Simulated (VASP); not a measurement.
K, 1 atom in the cell. The cell holds a molecule in a box, 1 atom: a = 10.500 Å, b = 11.000 Å, c = 11.500 Å, α = 90.00°, β = 90.00°, γ = 90.00°. 

```yaml
Program: VASP 6.6.1
Task: single point
Functional: RPBE
Potentials_or_basis: VASP PAW PBE potentials, release 64 (K_sv)
Cutoff: 400 eV
k_mesh: 1 × 1 × 1
Occupations: gaussian, width 0.01 eV
Spin: collinear spin, ferromagnetic start
Starting_moments: "[0.5] μB"
Fixed_moment: 1 μB
Further_INCAR_settings: ALGO = Normal; EDIFF = 1e-06; NBANDS = 14; ISYM = 0
```

Potentials or basis: VASP PAW PBE potentials, release 64 (K_sv).

Run with:

```console
$ cat potpaw_PBE.64/K_sv/POTCAR > POTCAR
$ mpirun -np 4 vasp_gam > vasp.out
```

Hardware: 4 MPI ranks on Intel(R) Xeon(R) Platinum 8488C (Sapphire Rapids) (shared host).

Q: How long does it take, and how much memory?

A: It took 57 s on 4 MPI ranks on Intel(R) Xeon(R) Platinum 8488C (Sapphire Rapids), on a shared host, peak memory 0.37 GiB a rank. Counts: scf iterations 33, k points 1.
